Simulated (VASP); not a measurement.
The system is Mo.

```xyz
2
Lattice="2.8047 0.0000 0.0000 -1.4023 2.4289 0.0000 0.0000 0.0000 4.5800" Properties=species:S:1:pos:R:3 pbc="T T T"
Mo    0.0000    1.6193    1.1450
Mo    1.4023    0.8096    3.4350
```

This isn't the form of Mo at room conditions, which is bcc.

```yaml
Program: VASP 6.6.1
Task: relaxation of cell and atoms
Functional: r2SCAN
Potentials_or_basis: VASP PAW PBE potentials, release 64 (Mo_sv)
Cutoff: 600 eV
k_mesh: 18 × 18 × 10
Occupations: gaussian, width 0.1 eV
Spin: no spin polarisation
```

At the start: pressure 4.6 GPa; volume 15.60 Å³/atom.

Q: How do energy, volume and symmetry change on relaxing?

A: Over 12 steps the energy falls by 59.7 meV/atom and the volume is 16.04 Å³/atom (+2.8 %); space group P6_3/mmc (No. 194, to 0.05 Å).

The path:
```csv
step,energy change (eV),largest force (eV/Å),pressure (GPa),volume (Å³)
1,0.0000,0.0000,4.56,31.20
2,-0.0078,0.0000,-9.80,33.24
3,-0.0242,0.0000,-3.84,32.32
4,-0.0569,0.0000,-5.52,32.63
5,-0.0747,0.0000,-9.11,33.48
6,-0.0878,0.0000,-7.77,33.09
7,-0.1173,0.0000,-0.06,32.15
8,-0.1180,0.0000,-1.11,32.27
9,-0.1192,0.0000,-0.53,32.17
10,-0.1195,0.0000,-0.09,32.10
11,-0.1195,0.0000,-0.12,32.10
12,-0.1195,0.0000,0.00,32.09
```

Final structure:
```
Mo
1.0
     2.73903    0.00000    0.00000
    -1.36951    2.37207    0.00000
     0.00000    0.00000    4.93874
Mo
2
Direct
  0.33333 0.66667 0.25000
  0.66667 0.33333 0.75000
```

Caveat: the PAW data sets were made with another functional, which shifts forces and pressure a little.
